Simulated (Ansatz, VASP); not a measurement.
Two plane-wave programs on NaH

```
Na H
1.0
     0.00000    2.44000    2.44000
     2.44000    0.00000    2.44000
     2.44000    2.44000    0.00000
Na H
1 1
Cartesian
  0.0000 0.0000 0.0000
  2.4400 2.4400 2.4400
```

Alike in both runs: task electric field gradients; functional PBE; k mesh 4 × 4 × 4; occupations fermi-dirac, width 0.02 eV; no spin polarisation.

```csv
,VASP,Ansatz
version,VASP 6.6.1,Ansatz 0.2.0
potentials or method,"VASP PAW PBE potentials, release 64 (Na_pv, H)","PAW with Ansatz's default frozen-core files, scalar-relativistic"
plane-wave cutoff (eV),520,420
valence electrons in the cell,8,10
```

|  | VASP | Ansatz | Ansatz less VASP |
| --- | --- | --- | --- |
| gap on the k mesh at the Fermi level (eV) | 3.71 | 3.71 | +0.002 |
| pressure (GPa) | -0.7 | -0.7 | +0.03 |
| Vzz of the field gradient on the site that differs most (V/Å²) | 0.0 | 0.0 | 0.00 |

The two sets of potentials don't hold the same shells in valence.

Caveats: the k mesh is coarse (spacing up to 0.56 Å⁻¹), so the values aren't converged. A k mesh can miss the band edges.
